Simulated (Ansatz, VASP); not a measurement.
Bi in VASP and in Ansatz

The input INCAR:

```
PREC = Accurate
ENCUT = 520
EDIFF = 1E-6
ISMEAR = -1
SIGMA = 0.1
LREAL = False
LASPH = True
NELM = 60
ALGO = Normal
ISIF = 2
LWAVE = False
LCHARG = True
GGA = B5
ALDAX = 1.0
AGGAX = 1.0
AGGAC = 1.0
ALDAC = 0.0
LELF = True
LVHAR = True
NBANDS = 22
```

The input KPOINTS:

```
Automatic mesh
0
Gamma
  8 8 8
```

POSCAR

```
Bi
1.0
    0.0000000000      3.6709536067      3.6709536067
    3.6709536067      0.0000000000      3.6709536067
    3.6709536067      3.6709536067      0.0000000000
Bi
2
Direct
    0.1250000000      0.1250000000      0.1250000000
    0.8750000000      0.8750000000      0.8750000000
```

Input for Ansatz:

```yaml
crystal:
  lattice:
    - [0.0, 3.6709536067, 3.6709536067]
    - [3.6709536067, 0.0, 3.6709536067]
    - [3.6709536067, 3.6709536067, 0.0]
  atoms:
    - { symbol: Bi, position: [0.125, 0.125, 0.125] }
    - { symbol: Bi, position: [0.875, 0.875, 0.875] }
hamiltonian:
  xc: blyp
  pseudopotentials:
    kind: paw
    azcp:
      Bi: "pseudopotentials/Bi.paw.azcp"
basis:
  ecutwfc: 420
  fft_grid_basis: typed
kpoints:
  mp_grid: { grid: [8, 8, 8], shift: [0, 0, 0] }
magnetization:
  spin_polarized: false
scf:
  occupations: { method: fermi_dirac, width: 0.1 }
  lower_state_search: "off"
output:
  stress: true
  write_density: true
  write_potential: true
  elf: true
  volumetric_format: npy
```

Alike in both runs: task single point; functional BLYP; k mesh 8 × 8 × 8; occupations fermi-dirac, width 0.1 eV; no spin polarisation.

```csv
,VASP,Ansatz
version,VASP 6.6.1,Ansatz 0.2.0
potentials or method,"VASP PAW PBE potentials, release 64 (Bi_d)","plane waves (420 eV) with PAW, scalar-relativistic"
plane-wave cutoff (eV),520,420
valence electrons in the cell,30,30
```

Ansatz gave:

```
pressure (GPa) : 1.1
```

Question: Estimate VASP's values.

Answer: Pressure (GPa): 1.2.

Caveats: the PAW data sets were made with another functional, which shifts forces and pressure a little (VASP).
